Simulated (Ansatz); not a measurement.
# MgF₂: computed DOS

```cif
data_structure
_symmetry_space_group_name_H-M 'P4_2/mnm'
_symmetry_Int_Tables_number 136
_cell_length_a 4.6213
_cell_length_b 4.6213
_cell_length_c 3.0159
_cell_angle_alpha 90.000
_cell_angle_beta 90.000
_cell_angle_gamma 90.000
_cell_volume 64.41
loop_
_atom_site_label
_atom_site_type_symbol
_atom_site_symmetry_multiplicity
_atom_site_Wyckoff_symbol
_atom_site_fract_x
_atom_site_fract_y
_atom_site_fract_z
_atom_site_occupancy
Mg1 Mg 2 a 0.00000 0.00000 0.00000 1
F1 F 4 f 0.30280 0.30280 0.00000 1
```

The runs use the primitive cell with vectors (4.621, 0.000, 0.000), (0.000, 4.621, 0.000), (0.000, 0.000, 3.016) Å, to which the k mesh refers.

The cell comes from COD entry 9007534, which wasn't checked; take it as a given geometry.

Theory: Ansatz 0.2.0, DFT, PBE, all-electron LAPW, scalar-relativistic.

Sampling and basis: a Γ-centred 5×5×7 k mesh, Fermi–Dirac smearing of 0.02 eV, basis error target 1 meV/atom, no spin polarisation.

States per eV and cell, averaged over 0.6 eV, from -4.0 to 0.0 eV, with energies (bin centres) from the valence-band top; empty bins are left out. The partial columns, the largest 3 alone, are projections on Löwdin-orthogonalised atomic shells (those that the program's projection atoms carry: the occupied ones and, for some elements, an empty d or f shell; other empty shells have no column), summed over atoms of an element. Weights on diffuse s and p shells depend on that basis and aren't pure angular character.

```json
{"E (eV)": "-3.8", "total": "1.60", "F 2p": "1.44", "Mg 3s": "0.13", "F 2s": "0.01"}
{"E (eV)": "-3.2", "total": "4.51", "F 2p": "4.18", "Mg 3s": "0.24", "F 2s": "0.03"}
{"E (eV)": "-2.6", "total": "5.35", "F 2p": "5.15", "Mg 3s": "0.10", "F 2s": "0.02"}
{"E (eV)": "-2.0", "total": "6.47", "F 2p": "6.29", "Mg 3s": "0.08", "F 2s": "0.02"}
{"E (eV)": "-1.4", "total": "10.59", "F 2p": "10.45", "Mg 3s": "0.03", "F 2s": "0.01"}
{"E (eV)": "-0.8", "total": "8.90", "F 2p": "8.85", "Mg 3s": "0.01", "F 2s": "0.00"}
{"E (eV)": "-0.2", "total": "2.57", "F 2p": "2.56", "Mg 3s": "0.00", "F 2s": "0.00"}
```

(1) Which of the resolved shells contributes most in the top eV of the valence band?

## Answers

(1) F 2p, with 99 % of all states there; Mg 3s follows with 0 %.
